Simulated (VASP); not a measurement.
# ZrC (Fm-3m) in VASP: notebook, part 2 of 2

VASP 6.6.1.

### Step 4. Single point, PBE

The input, run.py:

```python
from ase.calculators.vasp import Vasp
from ase.dft.bandgap import bandgap
from ase.spacegroup import crystal

atoms = crystal(
    ['Zr', 'C'],
    basis=[[0.5, 0.0, 0.0], [0.0, 0.0, 0.0]],
    spacegroup=225,
    setting=1,
    cellpar=[4.73, 4.73, 4.73, 90.0, 90.0, 90.0],
    primitive_cell=True,
)
calc = Vasp(
    directory='calc',
    xc='pbe',
    pp='PBE',
    setups='recommended',
    pp_version='54',
    prec='Accurate',
    encut=520,
    ediff=1e-06,
    ismear=0,
    sigma=0.02,
    lreal=False,
    lasph=True,
    nelm=60,
    algo='Fast',
    isif=2,
    lwave=False,
    lcharg=False,
    kpts=[10, 10, 10],
    gamma=True,
    nbands=15,
)
atoms.calc = calc

print('energy (eV):', atoms.get_potential_energy())
print('free energy (eV):', atoms.get_potential_energy(force_consistent=True))
print('forces (eV/A):')
print(atoms.get_forces())
print('stress (eV/A^3, Voigt):', atoms.get_stress())
print('Fermi level (eV):', calc.get_fermi_level())
gap, top, bottom = bandgap(calc)
print('band gap (eV):', gap, 'from (spin, k, band)', top, 'to', bottom)
```

Potentials or basis: VASP PAW PBE potentials, release 54 (Zr_sv, C).

Launch:

```console
$ python run.py
```

What it wrote:

```text
energy (eV): -19.45731363
free energy (eV): -19.45731378
forces (eV/A):
[[-0. -0. -0.]
 [ 0.  0.  0.]]
stress (eV/A^3, Voigt): [ 0.01699993  0.01699993  0.01699993 -0.          0.          0.        ]
Fermi level (eV): 9.38822304
band gap (eV): 0.0 from (spin, k, band) (None, None, None) to (None, None, None)
```

OUTCAR:

```text
ENCUT = 520.000000
   EDIFF = 1.00e-06
   GGA = PE
   PREC = Accurate
   ISIF = 2
   ISMEAR = 0
   NELM = 60
   LASPH = .TRUE.
   LREAL = .FALSE.

 ion  position               nearest neighbor table
   1  0.500  0.500  0.500-   2 2.37   2 2.37   2 2.37   2 2.37   2 2.37   2 2.37
   2  0.000  0.000  0.000-   1 2.37   1 2.37   1 2.37   1 2.37   1 2.37   1 2.37

  LATTYP: Found a face centered cubic cell.
 ALAT       =     4.7300000000

  Lattice vectors:

 A1 = (   0.0000000000,   2.3650000000,   2.3650000000)
 A2 = (   2.3650000000,   0.0000000000,   2.3650000000)
 A3 = (   2.3650000000,   2.3650000000,   0.0000000000)

Analysis of symmetry for initial positions (statically):
=====================================================================
 Subroutine PRICEL returns:
 Original cell was already a primitive cell.

 Routine SETGRP: Setting up the symmetry group for a
 face centered cubic supercell.

 Subroutine GETGRP returns: Found 48 space group operations
 (whereof 48 operations were pure point group operations)
 out of a pool of 48 trial point group operations.

The static configuration has the point symmetry O_h .

[... 177 lines left out ...]
      6      10.3273      0.00000
      7      10.3273      0.00000
      8      10.3273      0.00000
      9      10.4850      0.00000
     10      10.4850      0.00000
     11      10.4850      0.00000
     12      12.1558      0.00000
     13      12.1558      0.00000
     14      16.4925      0.00000
[... 401 lines left out ...]
      2     -17.0713      2.00000
      3     -16.7282      2.00000
      4     -16.7039      2.00000
      5      -0.3658      2.00000
      6       6.2364      2.00000
      7       7.7369      2.00000
      8       8.7702      2.00000
      9       9.5961      0.00000
     10      13.8472      0.00000
     11      14.7784      0.00000
     12      14.8934      0.00000
     13      16.9756      0.00000
     14      20.8397      0.00000
     15      22.1698      0.00000

 [... further k-points ...]

------------------------ aborting loop because EDIFF is reached ----------------------------------------

  FORCE on cell =-STRESS in cart. coord.  units (eV):
  Direction    XX          YY          ZZ          XY          YZ          ZX
  --------------------------------------------------------------------------------------
  -------------------------------------------------------------------------------------
  Total       -0.4497491     -0.4497491     -0.4497491      0.0000000      0.0000000     -0.0000000
  in kB      -27.2368852    -27.2368852    -27.2368852      0.0000000      0.0000000     -0.0000000
  external PRESSURE =     -27.2368852 kB  Pullay stress =       0.0000000 kB

 VOLUME and BASIS-vectors are now :
 -----------------------------------------------------------------------------
  energy-cutoff  :      520.00
  volume of cell :       26.46
      direct lattice vectors                 reciprocal lattice vectors
     0.000000000  2.365000000  2.365000000    -0.211416490  0.211416490  0.211416490
     2.365000000  0.000000000  2.365000000     0.211416490 -0.211416490  0.211416490
     2.365000000  2.365000000  0.000000000     0.211416490  0.211416490 -0.211416490

 POSITION                                       TOTAL-FORCE (eV/Angst)
 -----------------------------------------------------------------------------------
      2.36500      2.36500      2.36500        -0.000000     -0.000000     -0.000000
      0.00000      0.00000      0.00000         0.000000      0.000000      0.000000
 -----------------------------------------------------------------------------------
    total drift:                                0.000000      0.000000      0.000000

  FREE ENERGIE OF THE ION-ELECTRON SYSTEM (eV)
  ---------------------------------------------------
  free  energy   TOTEN  =       -19.4573137813 eV

  energy  without entropy=      -19.4573134876  energy(sigma->0) =      -19.45731363
```

INCAR:

```text
ENCUT = 520.000000
SIGMA = 0.020000
EDIFF = 1.00e-06
ALGO = Fast
GGA = PE
PREC = Accurate
ISIF = 2
ISMEAR = 0
NBANDS = 15
NELM = 60
LASPH = .TRUE.
LCHARG = .FALSE.
LWAVE = .FALSE.
LREAL = .FALSE.
```

It took 46 s on 1 thread of Intel Xeon Platinum 8259CL at 2.50GHz (Skylake/Cascade Lake), shared host; peak memory 0.16 GiB.

Results:

```yaml
Free_energy: -19.4573 eV
Pressure: -2.7 GPa
Band_gap_on_the_k_mesh: none (metal or under the smearing width)
```

### Step 5. Single point, revPBE+U (volume scaled by 1.25)

The input, run.py:

```python
from ase.calculators.vasp import Vasp
from ase.dft.bandgap import bandgap
from ase.io import read

atoms = read('ZrC.xyz')
calc = Vasp(
    directory='calc',
    xc='revpbe',
    pp='PBE',
    setups='recommended',
    prec='Accurate',
    encut=520,
    ediff=1e-06,
    ismear=0,
    sigma=0.01,
    lreal=False,
    lasph=True,
    nelm=80,
    algo='Normal',
    isif=2,
    lwave=False,
    lcharg=False,
    lmaxmix=4,
    ldautype=2,
    ldauprint=1,
    ldau_luj={'Zr': {'L': 2, 'U': 1, 'J': 0}},
    kpts=[10, 10, 10],
    gamma=True,
    nbands=15,
)
atoms.calc = calc

print('energy (eV):', atoms.get_potential_energy())
print('free energy (eV):', atoms.get_potential_energy(force_consistent=True))
print('forces (eV/A):')
print(atoms.get_forces())
print('stress (eV/A^3, Voigt):', atoms.get_stress())
print('Fermi level (eV):', calc.get_fermi_level())
gap, top, bottom = bandgap(calc)
print('band gap (eV):', gap, 'from (spin, k, band)', top, 'to', bottom)
```

The input, ZrC.xyz:

```xyz
2
Lattice="0.0000000000 2.5476190210 2.5476190210 2.5476190210 0.0000000000 2.5476190210 2.5476190210 2.5476190210 0.0000000000" Properties=species:S:1:pos:R:3 pbc="T T T"
Zr     2.5476190210      2.5476190210      2.5476190210
C      0.0000000000      0.0000000000      0.0000000000
```

Potentials or basis: VASP PAW PBE potentials, release 64 (Zr_sv, C).

Launch:

```console
$ python run.py
```

Wall time 33 s (1 thread of Intel Xeon Platinum 8259CL at 2.50GHz (Skylake/Cascade Lake), shared host); peak memory 0.16 GiB.

Results (log left out):

```
Free energy            : -17.3706 eV
Pressure               : -29.1 GPa
Band gap on the k mesh : none (metal or under the smearing width)
```

Levels at points of the mesh, in eV from the Fermi level:
```
           k point  band 6  band 7  band 8  band 9  band 10  band 11
(0.00, 0.00, 0.00)    0.75    0.75    0.75    0.96     0.96     0.96
(0.50, 0.00, 0.00)   -4.53   -2.31   -2.31    3.34     3.34     3.94
(0.50, 0.50, 0.00)   -2.35   -1.16   -0.23   -0.23     3.21     4.13
```

Eigenvalues of the final occupation matrices:
| site | spin | trace | eigenvalues |
| --- | --- | --- | --- |
| site 1 d | 1 | 0.68 | 0.10 0.10 0.10 0.19 0.19 |
| site 1 d | 2 | 0.68 | 0.10 0.10 0.10 0.19 0.19 |

Caveat: the PAW data sets were made with another functional, which shifts forces and pressure a little; U without spin polarisation on a metal has little footing; the U is typed as a test and isn't derived for this compound.

### Step 6. Summary

```tsv
task	level	potentials or basis	U	cell	cutoff (eV)	smearing	target pressure	gap on the mesh (eV)	pressure (GPa)
relaxation of cell and atoms	PBEsol	VASP PAW PBE potentials, release 64 (Zr_sv, C)	-	relaxed to 30 GPa	600	fermi-dirac 0.05 eV	30 GPa	none	30.0
single point	PBE	VASP PAW PBE potentials, release 54 (Zr_sv, C)	-	as given	520	gaussian 0.02 eV	-	none	-2.7
single point	revPBE+U	VASP PAW PBE potentials, release 64 (Zr_sv, C)	Zr d U = 1 eV	volume scaled by 1.25	520	gaussian 0.01 eV	-	none	-29.1
```

Alike in all rows: no spin polarisation; k mesh 10 × 10 × 10.

Caveats: the PAW data sets were made with another functional, which shifts forces and pressure a little (some runs); the cell is relaxed towards a set pressure, so the enthalpy falls and the energy may rise (some runs); U without spin polarisation on a metal has little footing (some runs); the U is typed as a test and isn't derived for this compound (some runs).

Absolute energies hang on the potentials; compare differences alone.
